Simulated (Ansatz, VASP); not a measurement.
One calculation of Be, two programs

```xyz
1
Lattice="-1.2907 1.2907 1.2531 1.2907 -1.2907 1.2531 1.2907 1.2907 -1.2531" Properties=species:S:1:pos:R:3 pbc="T T T"
Be    0.0000    0.0000    0.0000
```

Change from the starting cell: equal xx and yy strain of +3 %.

Alike in both runs: task single point; functional PBEsol; k mesh 23 × 23 × 23; occupations fermi-dirac, width 0.03 eV; no spin polarisation.

|  | VASP | Ansatz |
| --- | --- | --- |
| version | VASP 6.6.1 | Ansatz 0.2.0 |
| potentials or method | VASP PAW PBE potentials, release 64 (Be), cutoff 520 eV | all-electron LAPW, scalar-relativistic |

Ansatz gave:

| Item | Value |
| --- | --- |
| pressure (GPa) | -8.3 |
| largest component of the traceless stress (GPa) | 0.58 |

Question: Estimate VASP's values.

Answer: Pressure (GPa): -7.9; largest component of the traceless stress (GPa): 0.59.

Ansatz ran all-electron here, so the differences hold the error of VASP's frozen core and of both bases.

Caveats: the PAW data sets were made with another functional, which shifts forces and pressure a little (VASP).
